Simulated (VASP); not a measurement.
YN:

```
Y N
1.0
     0.00000    2.43850    2.43850
     2.43850    0.00000    2.43850
     2.43850    2.43850    0.00000
Y N
1 1
Direct
  0.00000 0.00000 0.00000
  0.50000 0.50000 0.50000
```

Base run:

| Item | Value |
| --- | --- |
| Program | VASP 6.6.1 |
| Functional | optB88-vdW |
| Potentials or basis | VASP PAW PBE potentials, release 64 (Y_sv_GW, N_GW) |
| Cutoff | 600 eV |
| k mesh | 9 × 9 × 9 |
| Occupations | fermi-dirac, width 0.05 eV |
| Spin | no spin polarisation |

Its results: band gap on the k mesh 0.30 eV, indirect (least direct gap 0.69 eV); pressure 1.7 GPa.

Question: The run is repeated on the same cell with these changes: functional from optB88-vdW to PBE; cutoff from 600 eV to 550 eV; occupations from fermi-dirac, width 0.05 eV to gaussian, width 0.02 eV. What comes out?

Answer: Band gap on the k mesh 0.24 eV, indirect (least direct gap 0.64 eV); pressure 2.6 GPa.

Caveats: the PAW data sets were made with another functional, which shifts forces and pressure a little (some runs); an odd mesh through Γ misses points on the zone boundary, where band edges often lie (some runs).
